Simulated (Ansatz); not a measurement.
The system is TiC.

```
CELL_PARAMETERS angstrom
3.04209 0.00000 0.00000
-1.52104 2.63452 0.00000
0.00000 0.00000 2.69797
ATOMIC_POSITIONS crystal
Ti 0.00000 0.00000 0.50000
C 0.33333 0.66667 0.00000
```

The cell was built by a generator and needn't be a form met in nature.

| Quantity | Value |
| --- | --- |
| Program | Ansatz 0.2.0 |
| Task | relaxation of cell and atoms |
| Functional | revPBE |
| Dispersion | D3(BJ) |
| Potentials or basis | Ansatz PAW |
| Cutoff | 420 eV (not typed: the program's choice for these potentials) |
| k mesh | 10 × 10 × 10 |
| Occupations | fermi-dirac, width 0.05 eV |
| Spin | no spin polarisation |

At the start: volume 10.81 Å³/atom.

Problem. How do energy, volume and symmetry change on relaxing?

Solution. It ends after 7 steps and the volume is 10.35 Å³/atom (-4.3 %); space group P-6m2 (No. 187, to 0.05 Å).

Step by step:
```
step  energy change (eV)  largest force (eV/Å)  volume (Å³)
   1              0.0000                0.0000        21.62
   2             -0.0278                0.0000        20.78
   3             -0.0282                0.0000        20.70
   4             -0.0282                0.0000        20.70
   5             -0.0271                0.0000        20.70
   6             -0.0271                0.0000        20.70
   7             -0.0271                0.0000        20.70
```

Final structure:
```
Ti C
1.0
     2.98898    0.00000    0.00000
    -1.49449    2.58854    0.00000
     0.00000    0.00000    2.67528
Ti C
1 1
Direct
  0.00000 0.00000 0.50000
  0.33333 0.66667 0.00000
```

Caveat: the plane-wave basis is chosen anew once the cell has moved, so the energies of steps on either side of that aren't comparable; pairwise dispersion overbinds metals, which lowers pressure and volume; the PAW data sets come from PBE, with cores solved anew for the run's functional, which leaves a small shift of forces and pressure.
